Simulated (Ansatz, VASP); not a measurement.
## One calculation of InAs, two programs

Contents of INCAR:

```
PREC = Accurate
ENCUT = 520
EDIFF = 1E-7
ISMEAR = -1
SIGMA = 0.05
LREAL = False
LASPH = True
NELM = 60
ALGO = Normal
ISIF = 2
LWAVE = False
LCHARG = False
GGA = PE
NBANDS = 16
```

KPOINTS

```
Automatic mesh
0
Gamma
  6 6 6
```

The input POSCAR:

```
InAs
1.0
    0.0000000000      2.8414337288      2.8414337288
    2.8414337288      0.0000000000      2.8414337288
    2.8414337288      2.8414337288      0.0000000000
In As
1 1
Direct
    0.0000000000      0.0000000000      0.0000000000
    0.5000000000      0.5000000000      0.5000000000
```

Input for Ansatz:

```yaml
crystal:
  lattice:
    - [0.0, 2.8414337288, 2.8414337288]
    - [2.8414337288, 0.0, 2.8414337288]
    - [2.8414337288, 2.8414337288, 0.0]
  atoms:
    - { symbol: In, position: [0.0, 0.0, 0.0] }
    - { symbol: As, position: [0.5, 0.5, 0.5] }
kpoints:
  mp_grid: { grid: [6, 6, 6] }
hamiltonian:
  xc: pbe
scf:
  occupations: { method: fermi_dirac, width: 0.05 }
  n_extra_bands: 4
output:
  forces: true
  stress: true
  eigenvalues: true
```

Alike in both runs: task single point; functional PBE; k mesh 6 × 6 × 6; occupations fermi-dirac, width 0.05 eV; no spin polarisation.

|  | VASP | Ansatz |
| --- | --- | --- |
| version | VASP 6.6.1 | Ansatz 0.2.0 |
| potentials or method | VASP PAW PBE potentials, release 64 (In_d, As) | plane waves |
| plane-wave cutoff (eV) | 520 | 420 |
| valence electrons in the cell | 18 | 28 |

```csv
,VASP,Ansatz,Ansatz less VASP
pressure (GPa),2.6,2.5,-0.07
```

The two sets of potentials don't hold the same shells in valence.
